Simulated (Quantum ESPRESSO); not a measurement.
# Pb under changes of volume

One of the cells (32.418 Å³/atom); the others are scaled copies at fixed shape and fractional positions:

```
Pb
1.0
     3.03861   -1.75032    0.00000
     3.03861    1.75032    0.00000
    -2.11546    0.00000    6.09522
Pb
2
Direct
  0.90851 0.90851 0.72629
  0.09149 0.09149 0.27371
```

This isn't the form of Pb at room conditions, which is fcc.

```yaml
Program: Quantum ESPRESSO 7.5
Functional: r2SCAN
Potentials_or_basis: SG15 PBE 1.2
Cutoff: 762 eV
Density_cutoff: 3048 eV
k_mesh: 5 × 5 × 3
Occupations: fermi-dirac, width 0.05 eV
Spin: no spin polarisation
```

```tsv
volume (Å³/atom)	energy over the lowest point (meV/atom)	pressure (GPa)
30.473	2.67	1.2
31.121	0.00	0.2
31.769	1.09	-0.7
32.418	5.42	-1.4
33.066	?	?
33.714	22.12	-2.7
34.363	33.87	-3.2
```

**Question.** What does the run at 33.066 Å³/atom give?

**Answer.** Energy over the lowest point 12.54 meV/atom; pressure -2.1 GPa.

Worked out: A Birch-Murnaghan fit of order 3 (a polynomial in V^(-2/3)) to the other rows has its minimum at 31.25 Å³/atom with B0 = V·E''(V) = 43 GPa and B' = 5.7 at fixed shape and positions, which overstates the stiffness. It gives 12.55 meV/atom at 33.066 Å³/atom, against the run's 12.54, and -dE/dV = -2.1 GPa, against -2.1.

Energies are extrapolated to zero smearing.

Caveats: all runs use coarse meshes; the potentials were made for another functional, which shifts forces and pressure.
